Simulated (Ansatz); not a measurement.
Input for Ansatz (plane-wave DFT, PAW):

```yaml
crystal:
  lattice:
    - [-1.7943254, 1.818507, 1.8084977]
    - [1.8181812, -1.8392858, 1.8531323]
    - [1.7219254, 1.7668858, -1.8292765]
  atoms:
    - { symbol: Zr, position: [0.0, 0.0, 0.0] }
basis:
  ecutwfc: 420
kpoints:
  mp_grid: { grid: [14, 14, 14] }
hamiltonian:
  xc: pbe
scf:
  occupations: { method: gaussian, width: 0.1 }
output:
  forces: true
  stress: true
  eigenvalues: true
  populations: true
```

Launched with
```bash
ansatz run input.yaml --threads 1 --pin off --max-ram 1331MiB --backend cpu --events-out ev --progress --plain --runs-dir out
```

All numbers below come from DFT PBE, scalar-relativistic, plane waves, PAW (Ansatz 0.2.0).

Part of what the program printed, abridged (final results; tables in files aren't shown):

```
SCF 1 converged in 6 iterations: F = -4183.751075 eV  dr2 = 2.27e-10
SCF converged after 6 iterations
Free energy (F): -4183.751075 eV
Harris-Foulkes:  -4183.751075 eV  (|F-HF|=2.27e-11)
Internal energy: -4183.742349 eV  (E = F + TS)
E sigma→0 (E₀):  -4183.746712 eV
Entropy (-TS):   -0.008727 eV (-8.727 meV/atom)
Fermi energy:    13.764645 eV
--- Per-component energies (eV) ---
  E_band       = -95.794423
  E_kinetic    = 332.818000
  E_local      = -626.660878  (includes V_loc(G=0)·N_el)
  E_nonlocal   = 80.900750
  E_hartree    = 194.215372
  E_xc         = -161.392004
  E_vxc        = -190.594235  (∫ρ·V_xc dr)
  E_paw        = -2954.235435  (= ΣΔE_a)
  E_vpaw       = -80.688581  (= ΣTr[D̂ρ^β])
  E_aug_tail   = 0.000025  (compensation charges beyond the density's cutoff)
  E_ewald      = -1049.388179
  E_smearing   = -0.008727  (= −TS)
--- Forces (eV/Å), atoms counted from 1 ---
  atom   1  Zr     0.00000000     0.00000000     0.00000000
--- Stress (GPa, compression-positive) ---
       -1.529400       1.217780      -0.470597
        1.217780      -1.604080       0.450386
       -0.470597       0.450386      -1.392296
  P = ⅓ Tr σ = -1.5086 GPa (-15.086 kbar)
--- Band table (eV; the first three rows and the last of 1376) ---
  k-point 0: bands = ["-34.7175", "-12.2711", "-12.2262", "-12.1959", "8.3967", "14.5253", "14.9280", "15.1666", "17.1743", "17.5933"]
  k-point 1: bands = ["-34.7089", "-12.2751", "-12.2516", "-12.2420", "8.5819", "14.6953", "14.8681", "15.0921", "17.1517", "17.3544"]
  k-point 2: bands = ["-34.6847", "-12.4045", "-12.3102", "-12.2624", "9.1037", "14.5344", "14.9277", "15.2555", "16.8799", "17.1888"]
  k-point 1375: bands = ["-34.4534", "-12.9464", "-12.9454", "-12.8153", "11.1758", "11.2623", "19.0584", "19.4012", "19.7431", "20.7842"]
--- Löwdin populations: 1 site ---
  site symbol q [e]
     0     Zr     11.9402
  spilling = 0.004983 (of n_electrons = 12.000000)
```

The calculation finished and met its thresholds.